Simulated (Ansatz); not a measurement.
# BN (R3m) in Ansatz: a series of runs

One crystal, BN, is run at these levels: HSE06; tasks: band structure, single point, equation of state.

Program: Ansatz 0.2.0. These are calculated values, not measurements. Logs are shortened: lines on timing, memory, paths and dates and some standing lists are left out, and cuts for length are marked.

### 1 The crystal as given

The structure is trigonal, space group R3m (No. 160). The conventional cell has a = 2.502 Å, b = 2.502 Å, c = 10.119 Å, α = 90.00°, β = 90.00°, γ = 120.00°. N (site symmetry 3m) is surrounded by 3 B at 1.44 Å. Around B (site symmetry 3m) lie 3 N at 1.44 Å.

The cell is a database's computed one.

### 2 Band structure, HSE06

The input, input:

```
crystal:
  lattice:
    - [1.2511217832, 0.7223354983, 3.3729344033]
    - [-1.2511217832, 0.7223354983, 3.3729344033]
    - [0.0, -1.4446709966, 3.3729344033]
  atoms:
    - { symbol: "N", position: [0.6672382, 0.6672382, 0.6672382] }
    - { symbol: B, position: [0.0003288, 0.0003288, 0.0003288] }
hamiltonian:
  xc: hse06
  pseudopotentials: { kind: paw }
kpoints:
  mp_grid: { grid: [8, 8, 8] }
  band_path:
    path:
      - [[0.0, 0.0, 0.0], [0.5, 0.0, 0.0], [0.5, 0.1972419765, -0.1972419765]]
      - [[0.8027580235, 0.5, 0.1972419765], [0.5, 0.5, 0.5], [0.0, 0.0, 0.0], [0.3486209883, 0.0, -0.3486209883]]
      - [[0.6513790117, 0.3486209883, 0.0], [0.5, 0.5, 0.0], [0.6513790117, 0.6513790117, 0.1972419765], [0.5, 0.5, 0.5]]
      - [[0.5, 0.0, 0.0], [0.8027580235, 0.3486209883, 0.3486209883]]
    npoints: 4
scf:
  occupations: { method: fermi_dirac, width: 0.05 }
  n_extra_bands: 6
output:
  forces: true
  stress: true
  eigenvalues: true
  fatbands: false
```

Potentials or basis: Ansatz PAW.

Output:

```text
[... 2 lines left out ...]
basis.fft_grid_basis auto: the FFT boxes are laid along the combinations [[1, 0, -1], [0, 1, -1], [0, 0, 1]] of the cell's own vectors, 2.502, 2.502 and 3.669 Å long. The dense box has 18×18×25 points. Along the cell's own vectors, as sized, it would have 25×25×25, 1.93 times as many. Of the 6 symmetry operations that the crystal satisfies within crystal.symmetry.tolerance (time reversal apart; of a slab, those that keep its plane) the dense box along the cell's own vectors carries 6, and the one as laid loses 4 of those. basis.fft_grid_basis: typed keeps the cell's own vectors: state it where this run's energies or levels are differenced outside the engine with another run's, or held beside a run that keeps those vectors.
scf.n_extra_bands = 6 over 4 filled bands (N_el = 8.0): the run solves 10 bands
GPUs: using 1 of 1 available (devices: 1).
Engine: ansatz 0.2.0, x86_64-unknown-linux-gnu
Pseudopotentials: kind: paw
Pseudopotential: N, paw, valence charge 5, recommended cutoff 420 eV (normal), N.paw.azcp
Pseudopotential: B, paw, valence charge 3, recommended cutoff 420 eV (normal), B.paw.azcp
Functional definition: HSE06
  parameter a = 0.25
  parameter omega = 0.11/bohr
  exchange = pbe_x - a*pbe_x_sr(omega) + a*exact_x_sr(omega)
  correlation = pbe_c
device memory: the entry about to start is reckoned to put 0.6 GiB on a device that reports 58.7 GiB free (of which the cap on the GPU budget leaves the run 18.0 GiB)
GPU FFT provider: cuFFT
GPU libraries: cuBLAS 13.8.2, cuFFT 12.4.0, cuSOLVER 12.3.4
Crystal: 2 atoms, lattice volume = 18.289 Å³
Basis set: ecut = 420 eV, 359 PW (Γ), FFT grids on a1−a3, a2−a3, a3, exchange–correlation on 36×36×50 points (8 copies of the dense FFT grid, shifted against one another)
Bands: 10, of which v1, the nominal top of the filled ones, is band 4 counted from 1 (3 counted from 0)
Symmetry: 6 space group operations
Space group: R3m (ITA 160), of the structure as read, at distance tolerance 2.6e-5 Å
k-points: 65 of 512 (time reversal used)
Non-local potential: N, projectors of the file, l = 0: 2, l = 1: 2, l = 2: 1
Non-local potential: B, projectors of the file, l = 0: 2, l = 1: 2, l = 2: 1
PAW form: soft (Blöchl's): semilocal exchange-correlation on the pseudo side does not see the compensation charge
PAW frozen core: N, regenerated for the run's functional, and the local potential with it (the file was generated under x = pbe(κ = 0.804, μ = 0.2195149727645171), c = pbe(β = 0.06672455060314922))
PAW frozen core: B, regenerated for the run's functional, and the local potential with it (the file was generated under x = pbe(κ = 0.804, μ = 0.2195149727645171), c = pbe(β = 0.06672455060314922))
PAW one-centre angular grid: N, 110 points (default); XC on 64 Gauss nodes
PAW one-centre angular grid: B, 110 points (default); XC on 64 Gauss nodes
Initial density: superposition of atomic densities (neutral atoms: chi_scale 0, normalization atom), corrected by the library's trained network
Initial wavefunctions: pseudopotential atomic-orbital guess
GPU buffer pool allocated for 8100 grid points (all kernels)
GPU transforms: local potential and band sums: pruned to the plane-wave sphere, on 18×18×25
Functional: x = pbe(κ = 0.804, μ = 0.2195149727645171), c = pbe(β = 0.06672455060314922), warm-up for x = pbe(κ = 0.804, μ = 0.2195149727645171) + 0.25 (exact − pbe) at short range (hse, ω = 0.20786987370883472 Å⁻¹), c = pbe(β = 0.06672455060314922); HSE06 as pw.x's `hse` composes it (authors' and Libxc's form: `xc: wpbeh`)
SCF iter   1: F=—  HF=-542.406569 eV  |F-HF|=—  |Δ(HF+E_count)|=         —  Δρ=1.80e-3  dr2=2.14e-4  ethr=1.77e-3  ⟨swp⟩=2.0  Hψ=4572  notcnv=0
preconditioner: auto → none  [insulator: Δε(μ)=4.288 eV  Ē_g=21.300 eV  σ=0.050 eV  W_gap=1.00  n_scr=2 (ndim 8)  ℏωp=24.6 eV  f_vac=0.007  D(μ)=0.00/eV (n_scr^D=0)]
SCF iter   2: F=-542.407295 eV  HF=-542.407100 eV  |F-HF|=1.95e-4  |Δ(HF+E_count)|=   5.31e-4  Δρ=8.11e-4  dr2=2.87e-5  ethr=2.68e-6  ⟨swp⟩=3.5  Hψ=1110  notcnv=0  defer=2
SCF 1 stopped early in 2 iterations: F = -542.407295 eV  dr2 = 2.87e-5
device memory: the entry about to start is reckoned to put 1.2 GiB on a device that reports 63.0 GiB free (of which the cap on the GPU budget leaves the run 18.0 GiB)
GPU FFT provider: cuFFT
GPU libraries: cuBLAS 13.8.2, cuFFT 12.4.0, cuSOLVER 12.3.4
Initial density: handed on by an earlier stage of this run
Initial wavefunctions: those handed on with the density
GPU buffer pool allocated for 8100 grid points (all kernels)
GPU transforms: local potential and band sums: pruned to the plane-wave sphere, on 18×18×25
Functional: x = pbe(κ = 0.804, μ = 0.2195149727645171) + 0.25 (exact − pbe) at short range (hse, ω = 0.20786987370883472 Å⁻¹), c = pbe(β = 0.06672455060314922); HSE06 as pw.x's `hse` composes it (authors' and Libxc's form: `xc: wpbeh`)
Exchange kernel: α = 0.2500, screened, ω = 0.2079 Å⁻¹, Wigner–Seitz truncation, v(0) = 1045.4246 eV·Å³, q-mesh 8×8×8, nearest image of the exchange supercell L = 20.02 Å, pair-density grid 15×15×24, without the augmentation charges, whose exchange is taken in its separable form by FFT convolution over the k-point mesh (the finest that the files' search goes to), smooth part of the exact exchange by density-matrix convolution in up to 1.80 GiB of GPU memory as planned if the GPU has room (build and FFT work areas not counted)
Frozen-core exchange: fock
[... 8 lines left out ...]
SCF 2 stopped early in 6 iterations: F = -542.522868 eV  dr2 = 5.76e-7
  Residual-converged pass: ⟨swp⟩=4.0  Hψ=1286  notcnv=0  max |occ|·‖R‖ = 6.5e-6 eV (tolerance 6.7e-6 eV)  dr2=5.68e-7  dr2_onsite=7.01e-9  max |Δocc| = 0.0e0
hybrid outer 1: dexx = +3.053e-3 eV, tail = 6.50e-6 eV
GPU FFT provider: cuFFT
GPU libraries: cuBLAS 13.8.2, cuFFT 12.4.0, cuSOLVER 12.3.4
GPU buffer pool allocated for 8100 grid points (all kernels)
GPU transforms: local potential and band sums: pruned to the plane-wave sphere, on 18×18×25
[... 1 line left out ...]
Frozen-core exchange: fock
[... 1 line left out ...]
preconditioner: auto → none  [insulator: Δε(μ)=5.572 eV  Ē_g=23.783 eV  σ=0.050 eV  W_gap=1.00  n_scr=2 (ndim 8)  ℏωp=24.6 eV  f_vac=0.008  D(μ)=0.00/eV (n_scr^D=0)]
SCF iter   2: F=—  HF=-542.522915 eV  |F-HF|=—  |Δ(HF+E_count)|=   7.12e-8  Δρ=1.16e-5  dr2=1.92e-8  ethr=3.04e-9  ⟨swp⟩=2.9  Hψ=1063  notcnv=0
SCF iter   3: F=-542.522915 eV  HF=-542.522915 eV  |F-HF|=7.56e-10  |Δ(HF+E_count)|=   5.92e-8  Δρ=4.34e-6  dr2=1.51e-9  ethr=6.30e-11  ⟨swp⟩=4.4  Hψ=1625  notcnv=0  defer=7
SCF 3 converged in 3 iterations: F = -542.522915 eV  dr2 = 1.51e-9
  Residual-converged pass: ⟨swp⟩=3.0  Hψ=1169  notcnv=0  max |occ|·‖R‖ = 3.7e-7 eV (tolerance 4.4e-7 eV)  dr2=1.50e-9  dr2_onsite=1.75e-10  max |Δocc| = 0.0e0
hybrid outer 2: dexx = +8.647e-8 eV, tail = 5.04e-9 eV, Δε = 2.13e-3 eV (about 6.70e-5 eV left of the loop's levels), ΔF = 5.30e-5 eV/Å (tail 2.05e-4)
device memory: the entry about to start is reckoned to put 0.3 GiB on a device that reports 59.2 GiB free (of which the cap on the GPU budget leaves the run 18.0 GiB)
NSCF: frozen V_eff on 40 k-points, pencils in batches of 32, up to order 48
hybrid SCF converged: 2 outer / 9 inner (+2 warm-up), last move |dexx| = 8.65e-8 eV, tail = 5.04e-9 eV
Stability not checked: this state was not tested for a lower state beside it, because the functional holds exact exchange (a hybrid, or Hartree-Fock), whose exchange loop this test does not read (fock_operator; see scf.lower_state_search)
Free energy (F): -542.522915 eV
Frozen-core exchange: fock
Harris-Foulkes:  -542.522915 eV  (|F-HF|=7.56e-10)
Internal energy: -542.522915 eV  (E = F + TS)
E sigma→0 (E₀):  -542.522915 eV
Fermi energy:    6.567639 eV
--- Per-component energies (eV) ---
  E_band       = -32.744009
  E_kinetic    = 183.527829
  E_local      = -353.765292  (includes V_loc(G=0)·N_el)
  E_nonlocal   = 56.849979
  E_hartree    = 115.231308
  E_xc         = -74.630367
  E_vxc        = -91.691208  (∫ρ·V_xc dr)
  E_exx        = -19.390843  (= α·E_x^exact, valence–valence)
  E_paw        = -205.125926  (= ΣΔE_a)
  E_vpaw       = -19.346149  (= ΣTr[D̂ρ^β])
  E_aug_tail   = 0.000097  (compensation charges beyond the density's cutoff)
  E_ewald      = -245.184997
  E_core_change = -0.034703  (= ΣΔE_core)
  E_smearing   = -0.000000  (= −TS)
  E_closure    = 0.000000  (closes the sum)
  Σ components = -542.522915   (vs F -542.522915, Δ=1.14e-13)
--- Forces (eV/Å), atoms counted from 1 ---
  atom   1  N      0.00000000    -0.00000000    -0.00616431
  atom   2  B      0.00000000     0.00000000     0.00616730
  max |Σ_I F_I| component: 2.99e-6 eV/Å
--- Stress (GPa, compression-positive) ---
       -3.046724      -0.000000       0.000000
       -0.000000      -3.046724      -0.000000
        0.000000      -0.000000       1.940549
  P = ⅓ Tr σ = -1.3843 GPa (-13.843 kbar)
--- Band table (eV; the first three rows and the last of 65) ---
  k-point 0: bands = ["-15.8123", "-0.8273", "2.2250", "2.2250", "10.0938", "17.2213", "17.2213", "19.1485", "20.3405", "31.4587"]
  k-point 1: bands = ["-15.4783", "-0.4552", "0.9256", "1.6452", "10.7190", "17.0243", "17.9947", "18.5950", "21.3375", "30.0264"]
  k-point 2: bands = ["-14.5243", "-1.8979", "0.4896", "0.6278", "12.2251", "15.3049", "16.7941", "22.0054", "23.0847", "26.5049"]
  k-point 64: bands = ["-15.5393", "-2.9324", "2.2056", "2.2056", "15.5603", "17.1423", "17.1423", "17.8145", "22.1746", "26.9671"]
```

It took 69 s on 1 × NVIDIA H100 80GB HBM3 with 2 threads of AMD EPYC 7R13 (Zen 3), shared host; peak memory 1.9 GiB.

What came out:

* Free energy: -542.5229 eV
* Pressure: -1.4 GPa
* Largest force: 0.006 eV/Å
* Band gap on the k mesh: 5.57 eV, indirect (least direct gap 6.33 eV)
* Band gap along the path: 5.51 eV, indirect (least direct gap 6.14 eV)

Forces in eV/Å, atoms in the order of the input:
```
N    0.000  0.000 -0.006
B    0.000  0.000  0.006
```

Levels at the corners of the path, in eV from the valence-band top:
```tsv
point	band 1	band 2	band 3	band 4	band 5	band 6	band 7	band 8
Γ	-19.63	-4.65	-1.59	-1.59	6.27	13.40	13.40	15.33
L	-16.19	-9.90	-4.61	-0.70	6.64	11.45	14.51	16.47
B1	-15.60	-8.78	-7.69	-0.44	6.16	13.79	15.75	17.76
B	-15.60	-8.78	-7.69	-0.44	6.16	13.79	15.75	17.76
Z	-19.36	-6.75	-1.61	-1.61	11.74	13.32	13.32	14.00
Γ	-19.63	-4.65	-1.59	-1.59	6.27	13.40	13.40	15.33
X	-15.54	-8.74	-7.90	-0.17	5.99	13.73	15.45	18.17
Q	-15.54	-8.74	-7.90	-0.17	5.99	13.73	15.45	18.17
F	-16.11	-9.78	-4.67	-1.33	5.51	11.43	15.82	19.22
P1	-16.23	-9.62	-4.61	-1.65	6.29	11.49	15.84	18.29
Z	-19.36	-6.75	-1.61	-1.61	11.74	13.32	13.32	14.00
L	-16.19	-9.90	-4.61	-0.70	6.64	11.45	14.51	16.47
P	-16.23	-9.62	-4.61	-1.65	6.29	11.49	15.84	18.29
```

Caveat: the k mesh misses the band edges, so the gap on the mesh is wider than the one along the path; the pressure holds a Pulay correction of +0.5 GPa for the finite cutoff; the PAW data sets come from PBE, with cores solved anew for the run's functional, which leaves a small shift of forces and pressure; the thresholds are loose for stress.

### 3 Single point, HSE06, 8.60 Å³/atom (volume scaled by 0.94)

The input, input:

```
crystal:
  lattice:
    - [1.2255815191, 0.70758982, 3.3040796871]
    - [-1.2255815191, 0.70758982, 3.3040796871]
    - [0.0, -1.4151796399, 3.3040796871]
  atoms:
    - { symbol: "N", position: [0.6672382, 0.6672382, 0.6672382] }
    - { symbol: B, position: [0.0003288, 0.0003288, 0.0003288] }
hamiltonian:
  xc: hse06
  pseudopotentials: { kind: paw }
kpoints:
  mp_grid: { grid: [8, 8, 8] }
scf:
  occupations: { method: fermi_dirac, width: 0.05 }
output:
  forces: true
  stress: true
  eigenvalues: true
  write_density: true
  write_potential: true
  elf: true
  volumetric_format: npy
```

Potentials or basis: Ansatz PAW.

Run time: 38 s. Hardware: 1 × NVIDIA H100 80GB HBM3 with 2 threads of AMD EPYC 7R13 (Zen 3), shared host; peak memory 1.9 GiB.

It converged, with:

* Free energy: -542.4772 eV
* Pressure: 15.5 GPa
* Band gap on the k mesh: 5.64 eV, indirect (least direct gap 6.51 eV)

Caveat: the pressure holds a Pulay correction of +0.5 GPa for the finite cutoff; the PAW data sets come from PBE, with cores solved anew for the run's functional, which leaves a small shift of forces and pressure; the thresholds are loose for stress.

### 4 Single point, HSE06, 8.78 Å³/atom (volume scaled by 0.96)

The input, input:

```
crystal:
  lattice:
    - [1.2342126593, 0.712573011, 3.3273486205]
    - [-1.2342126593, 0.712573011, 3.3273486205]
    - [0.0, -1.4251460221, 3.3273486205]
  atoms:
    - { symbol: "N", position: [0.6672382, 0.6672382, 0.6672382] }
    - { symbol: B, position: [0.0003288, 0.0003288, 0.0003288] }
hamiltonian:
  xc: hse06
  pseudopotentials: { kind: paw }
kpoints:
  mp_grid: { grid: [8, 8, 8] }
scf:
  occupations: { method: fermi_dirac, width: 0.05 }
output:
  forces: true
  stress: true
  eigenvalues: true
```

Run time: 37 s. Hardware: 1 × NVIDIA H100 80GB HBM3 with 2 threads of AMD EPYC 7R13 (Zen 3), shared host; peak memory 1.9 GiB.

It converged, with:

```
Free energy            : -542.5054 eV
Pressure               : 9.4 GPa
Largest force          : 0.003 eV/Å
Band gap on the k mesh : 5.62 eV, indirect (least direct gap 6.45 eV)
```

Caveat: the pressure holds a Pulay correction of +0.5 GPa for the finite cutoff; the PAW data sets come from PBE, with cores solved anew for the run's functional, which leaves a small shift of forces and pressure; the thresholds are loose for stress.

### 5 Single point, HSE06, 8.96 Å³/atom (volume scaled by 0.98)

input, as its differences from that of step 4:

```diff
@@ -2,5 +2,5 @@
   lattice:
-    - [1.2342126593, 0.712573011, 3.3273486205]
-    - [-1.2342126593, 0.712573011, 3.3273486205]
-    - [0.0, -1.4251460221, 3.3273486205]
+    - [1.2427247397, 0.717487463, 3.3502965776]
+    - [-1.2427247397, 0.717487463, 3.3502965776]
+    - [0.0, -1.434974926, 3.3502965776]
   atoms:
```

Run time: 40 s. Hardware: 1 × NVIDIA H100 80GB HBM3 with 2 threads of AMD EPYC 7R13 (Zen 3), shared host; peak memory 1.9 GiB.

Results (log left out):

* Free energy: -542.5203 eV
* Pressure: 3.7 GPa
* Largest force: 0.005 eV/Å
* Band gap on the k mesh: 5.60 eV, indirect (least direct gap 6.39 eV)

Caveat: the pressure holds a Pulay correction of +0.5 GPa for the finite cutoff; the PAW data sets come from PBE, with cores solved anew for the run's functional, which leaves a small shift of forces and pressure; the thresholds are loose for stress.

### 6 Single point, HSE06, 9.14 Å³/atom

input, as its differences from that of step 5:

```diff
@@ -2,5 +2,5 @@
   lattice:
-    - [1.2427247397, 0.717487463, 3.3502965776]
-    - [-1.2427247397, 0.717487463, 3.3502965776]
-    - [0.0, -1.434974926, 3.3502965776]
+    - [1.2511217832, 0.7223354983, 3.3729344033]
+    - [-1.2511217832, 0.7223354983, 3.3729344033]
+    - [0.0, -1.4446709966, 3.3729344033]
   atoms:
```

Potentials or basis: Ansatz PAW.

Run time: 51 s. Hardware: 1 × NVIDIA H100 80GB HBM3 with 2 threads of AMD EPYC 7R13 (Zen 3), shared host; peak memory 1.9 GiB.

The run converged. Its results:

| Property | Result |
| --- | --- |
| Free energy | -542.5229 eV |
| Pressure | -1.4 GPa |
| Largest force | 0.006 eV/Å |
| Band gap on the k mesh | 5.57 eV, indirect (least direct gap 6.33 eV) |

Caveat: the pressure holds a Pulay correction of +0.5 GPa for the finite cutoff; the PAW data sets come from PBE, with cores solved anew for the run's functional, which leaves a small shift of forces and pressure; the thresholds are loose for stress.

### 7 Single point, HSE06, 9.33 Å³/atom (volume scaled by 1.02)

input, as its differences from that of step 6:

```diff
@@ -2,5 +2,5 @@
   lattice:
-    - [1.2511217832, 0.7223354983, 3.3729344033]
-    - [-1.2511217832, 0.7223354983, 3.3729344033]
-    - [0.0, -1.4446709966, 3.3729344033]
+    - [1.2594075994, 0.7271193165, 3.3952723682]
+    - [-1.2594075994, 0.7271193165, 3.3952723682]
+    - [0.0, -1.454238633, 3.3952723682]
   atoms:
```

Wall time 39 s (1 × NVIDIA H100 80GB HBM3 with 2 threads of AMD EPYC 7R13 (Zen 3), shared host); peak memory 2 GiB.

It converged, with:

| Property | Result |
| --- | --- |
| Free energy | -542.5144 eV |
| Pressure | -6.1 GPa |
| Largest force | 0.007 eV/Å |
| Band gap on the k mesh | 5.55 eV, indirect (least direct gap 6.28 eV) |

Caveat: the pressure holds a Pulay correction of +0.5 GPa for the finite cutoff; the PAW data sets come from PBE, with cores solved anew for the run's functional, which leaves a small shift of forces and pressure; the thresholds are loose for stress.

### 8 Single point, HSE06, 9.51 Å³/atom (volume scaled by 1.04)

input, as its differences from that of step 7:

```diff
@@ -2,5 +2,5 @@
   lattice:
-    - [1.2594075994, 0.7271193165, 3.3952723682]
-    - [-1.2594075994, 0.7271193165, 3.3952723682]
-    - [0.0, -1.454238633, 3.3952723682]
+    - [1.2675858, 0.7318410028, 3.4173202092]
+    - [-1.2675858, 0.7318410028, 3.4173202092]
+    - [0.0, -1.4636820056, 3.4173202092]
   atoms:
```

It took 38 s on 1 × NVIDIA H100 80GB HBM3 with 2 threads of AMD EPYC 7R13 (Zen 3), shared host; peak memory 2 GiB.

Results (log left out):

```
Free energy            : -542.4955 eV
Pressure               : -10.3 GPa
Largest force          : 0.009 eV/Å
Band gap on the k mesh : 5.52 eV, indirect (least direct gap 6.22 eV)
```

Caveat: the pressure holds a Pulay correction of +0.5 GPa for the finite cutoff; the PAW data sets come from PBE, with cores solved anew for the run's functional, which leaves a small shift of forces and pressure; the thresholds are loose for stress.

### 9 Single point, HSE06, 9.69 Å³/atom (volume scaled by 1.06)

input, as its differences from that of step 8:

```diff
@@ -2,5 +2,5 @@
   lattice:
-    - [1.2675858, 0.7318410028, 3.4173202092]
-    - [-1.2675858, 0.7318410028, 3.4173202092]
-    - [0.0, -1.4636820056, 3.4173202092]
+    - [1.2756598126, 0.7365025362, 3.4390871668]
+    - [-1.2756598126, 0.7365025362, 3.4390871668]
+    - [0.0, -1.4730050723, 3.4390871668]
   atoms:
```

Potentials or basis: Ansatz PAW.

Wall time 50 s (1 × NVIDIA H100 80GB HBM3 with 2 threads of AMD EPYC 7R13 (Zen 3), shared host); peak memory 2 GiB.

It converged, with:

```yaml
Free_energy: -542.4674 eV
Pressure: -14.2 GPa
Largest_force: 0.010 eV/Å
Band_gap_on_the_k_mesh: 5.50 eV, indirect (least direct gap 6.17 eV)
```

Caveat: the pressure holds a Pulay correction of +0.5 GPa for the finite cutoff; the PAW data sets come from PBE, with cores solved anew for the run's functional, which leaves a small shift of forces and pressure; the thresholds are loose for stress.

### 10 Equation of state, HSE06

No new run: the results of the series are fitted here.

Results:

```
Equilibrium volume                        : 9.09 Å³/atom
Bulk modulus at fixed shape and positions : 250 GPa
Pressure derivative of the bulk modulus   : 3.4
```

Energy against volume, from the lowest point:
| volume (Å³/atom) | energy (meV/atom) |
| --- | --- |
| 8.596 | 22.85 |
| 8.779 | 8.74 |
| 8.962 | 1.32 |
| 9.145 | 0.00 |
| 9.328 | 4.26 |
| 9.510 | 13.71 |
| 9.693 | 27.77 |

Caveat: the k mesh is coarse (spacing up to 0.37 Å⁻¹), so the values aren't converged, least of all with exact exchange; the cell was scaled at fixed shape and fractional positions, which overstates the stiffness of a crystal with free parameters, most of all of layers and chains; the PAW data sets were made with another functional, which shifts forces and pressure a little.
